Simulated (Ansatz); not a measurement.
SnTe:

```
Te Sn
1.0
     0.00000    3.15085    3.15085
     3.15085    0.00000    3.15085
     3.15085    3.15085    0.00000
Te Sn
1 1
Direct
  0.50000 0.50000 0.50000
  0.00000 0.00000 0.00000
```

Base run:

```yaml
Program: Ansatz 0.2.0
Functional: PBE
Potentials_or_basis: Ansatz PAW
Cutoff: "420 eV (not typed: the program's choice for these potentials)"
k_mesh: 7 × 7 × 7
Occupations: fermi-dirac, width 0.05 eV
Spin: no spin polarisation
```

Its results: pressure 2.2 GPa.

Task: After a change of settings the same cell gave: pressure -0.4 GPa. Which change was it?
A. functional from PBE to RPBE
B. functional from PBE to LDA
C. functional from PBE to revPBE
D. functional from PBE to PBEsol

Result: D.

PBEsol binds more tightly than PBE, so the same cell stands under less pressure.

Caveats: the PAW data sets come from PBE, with cores solved anew for the run's functional, which leaves a small shift of forces and pressure (some runs).
